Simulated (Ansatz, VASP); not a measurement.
## TaSiH4: VASP beside Ansatz

```xyz
6
Lattice="0.0000 3.0134 3.0134 3.0134 0.0000 3.0134 3.0134 3.0134 0.0000" Properties=species:S:1:pos:R:3 pbc="T T T"
Ta    0.0000    0.0000    0.0000
Si    1.5067    1.5067    1.5067
H     2.4724    2.4724    2.4724
H     3.5545    3.5545    2.4724
H     3.5545    2.4724    3.5545
H     2.4724    3.5545    3.5545
```

Alike in both runs: functional PBE; k mesh 6 × 6 × 6; occupations gaussian, width 0.1 eV; no spin polarisation.

Ansatz relaxed the structure, and its values are those at the end. VASP's run is a single point on that final structure, the one shown.

|  | VASP | Ansatz |
| --- | --- | --- |
| version | VASP 6.6.1 | Ansatz 0.2.0 |
| potentials or method | VASP PAW PBE potentials, release 64 (Ta_pv, Si, H) | scalar-relativistic, plane waves, PAW |
| plane-wave cutoff (eV) | 520 | 420 |
| valence electrons in the cell | 19 | 21 |

VASP gave:

```
gap on the k mesh at the Fermi level (eV) : none
pressure (GPa)                            : 0.0
rms of the force components (eV/Å)        : 0.004
```

Task: What did Ansatz give for the same quantities?

Result: gap on the k mesh at the Fermi level (eV): none; pressure (GPa): 0.2; rms of the force components (eV/Å): 0.004.

A gap of «none» marks a metal or a gap that the smearing closes. The two sets of potentials don't hold the same shells in valence.

The runs have no spin-orbit coupling, so splittings on Ta are missing.
